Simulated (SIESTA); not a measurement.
## TiCo under changes of volume

One of the cells (13.313 Å³/atom); the others are scaled copies at fixed shape and fractional positions:

```
Co Ti
1.0
     2.98611    0.00000    0.00000
     0.00000    2.98611    0.00000
     0.00000    0.00000    2.98611
Co Ti
1 1
Cartesian
  1.4931 1.4931 1.4931
  0.0000 0.0000 0.0000
```

The cell comes from a database or a generator and needn't be the stable form of this composition.

* Program: SIESTA 5.4.2
* Functional: PBEsol
* Potentials or basis: PseudoDojo 0.4 standard (PBEsol files)
* Basis: DZP (energy shift 0.003 Ry; two zetas on semicore shells)
* Grid cutoff: 800 Ry
* Energy shift: 0.003 Ry
* k mesh: 7 × 7 × 7
* Occupations: fermi-dirac, width 0.05 eV
* Spin: collinear spin, ferromagnetic start
* Starting moments: [2.0, 1.0] μB

```csv
volume (Å³/atom),energy over the lowest point (meV/atom),pressure (GPa),moment (μB per cell)
12.515,0.77,2.7,0.75
12.781,0.00,-1.8,0.77
13.047,6.15,-5.6,0.80
13.313,17.79,-8.5,0.81
13.580,34.39,-11.6,0.83
13.846,?,?,?
14.112,82.02,-16.7,0.85
```

**Question.** What does the run at 13.846 Å³/atom give?

**Answer.** Energy over the lowest point 56.07 meV/atom; pressure -14.5 GPa; moment 0.84 μB per cell.

Worked out: A Birch-Murnaghan fit of order 3 (a polynomial in V^(-2/3)) to the other rows has its minimum at 12.67 Å³/atom with B0 = V·E''(V) = 190 GPa and B' = 3.7. It gives 56.12 meV/atom at 13.846 Å³/atom, against the run's 56.07, and -dE/dV = -14.3 GPa, against -14.5. A parabola through the other rows of the moment, of slope 0.04 μB per Å³/atom there, gives 0.84 μB, against the run's 0.84.

Energies are extrapolated to zero smearing.

Caveats: short orbitals over semicore shells can move pressures by several GPa; the basis of atomic orbitals isn't converged, which shifts pressures, moduli and gaps.
